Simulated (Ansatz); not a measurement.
# Mg2Sn: a single-point run

Aim: a sound single-point run of Mg2Sn. The structure is shown as the input types it.

Program: Ansatz 0.2.0. Level of theory: density functional or hybrid calculation with the settings of its input, plane waves (as first typed). These are calculated values, not measurements.

8 further runs of the same task are left out: 2 for a known fault of the program, 6 that didn't finish.

## (1) The system as given

Symmetry: Fm-3m, No. 225, cubic system. The conventional cell has a = 6.760 Å, b = 6.760 Å, c = 6.760 Å, α = 90.00°, β = 90.00°, γ = 90.00°. Around Sn (site symmetry m-3m) lie 8 Mg at 2.93 Å. Mg (site symmetry -43m) has 4 Sn at 2.93 Å as nearest neighbours.

Coordinates:

```cif
data_structure
_symmetry_space_group_name_H-M 'P 1'
_symmetry_Int_Tables_number 1
_cell_length_a 4.7800
_cell_length_b 4.7800
_cell_length_c 4.7800
_cell_angle_alpha 60.000
_cell_angle_beta 60.000
_cell_angle_gamma 60.000
_cell_volume 77.22
loop_
_atom_site_label
_atom_site_type_symbol
_atom_site_fract_x
_atom_site_fract_y
_atom_site_fract_z
_atom_site_occupancy
Sn1 Sn 0.00000 0.00000 0.00000 1
Mg1 Mg 0.25000 0.25000 0.25000 1
Mg2 Mg 0.75000 0.75000 0.75000 1
```

## (2) Running it

Contents of input.yaml:

```yaml
crystal:
  lattice:
    - [0.0, 3.3799352825, 3.3799352825]
    - [3.3799352825, 0.0, 3.3799352825]
    - [3.3799352825, 3.3799352825, 0.0]
  atoms:
    - { symbol: Sn, position: [0.0, 0.0, 0.0] }
    - { symbol: Mg, position: [0.25, 0.25, 0.25] }
    - { symbol: Mg, position: [0.75, 0.75, 0.75] }
kpoints:
  mp_grid: { grid: [4, 4, 4] }
hamiltonian:
  xc: pbe
scf:
  occupations: { method: fermi_dirac, width: 0.02 }
  n_extra_bands: 4
  convergence: { dr2_threshold: 0.01 }
  max_iter: 63
output:
  forces: true
  stress: true
  eigenvalues: true
```

Command:

```bash
$ ansatz run input.yaml --threads 4 --pin off --max-ram 3686MiB --backend cpu --events-out ev --progress --plain --runs-dir out
```

What happens when this is run?

The run converged and reported no error, with warnings (force scf threshold loose, stress scf threshold loose). Its log warns: «scf.convergence.dr2_threshold = 1e-2 eV is looser than this run's default, which is 1e-7 eV or tighter. The error in the forces grows as the threshold's square root ...»

The threshold asked is loose, but the program put off the close and ended at dr2 = 1.4e-9, so little accuracy was lost here.

Run again and compare: delete scf.convergence.dr2_threshold (the default then holds).
